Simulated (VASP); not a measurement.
Ta2N, 3 atoms in the cell. It takes space group P-3m1 (No. 164, trigonal). Conventional cell: a = 3.261 Å, b = 3.261 Å, c = 5.102 Å, α = 90.00°, β = 90.00°, γ = 120.00°. Ta (site symmetry 3m) is surrounded by 3 N at 2.29 Å. N (site symmetry -3m) has 6 Ta at 2.29 Å as nearest neighbours. The cell comes from a database or a generator and needn't be the stable form of this composition. The cell isn't the ideal one: volume scaled by 1.15.

```yaml
Program: VASP 6.6.1
Task: band structure
Functional: PW91
Dispersion: D3(BJ)
Potentials_or_basis: VASP PAW PBE potentials, release 64 (Ta_pv, N_h)
Cutoff: 900 eV
k_mesh: 7 × 7 × 5
Occupations: fermi-dirac, width 0.02 eV
Spin: spin-orbit coupling, no magnetisation
Further_INCAR_settings: PREC = Normal; ALGO = Normal; EDIFF = 1e-07; NBANDS = 40
```

Potentials or basis: VASP PAW PBE potentials, release 64 (Ta_pv, N_h).

Run with:

```sh
$ cat potpaw_PBE.64/Ta_pv/POTCAR potpaw_PBE.64/N_h/POTCAR > POTCAR
$ mpirun -np 1 vasp_ncl > vasp.out
```

Hardware: 1 thread of Intel(R) Xeon(R) 6975P-C (Granite Rapids), with other jobs on the host.

Task: How long does it take, and how much memory?

Result: Wall time 6.5 min on 1 thread of Intel(R) Xeon(R) 6975P-C (Granite Rapids), with other jobs on the host, peak memory 0.5 GiB. Counts: scf iterations 76, k points 32.
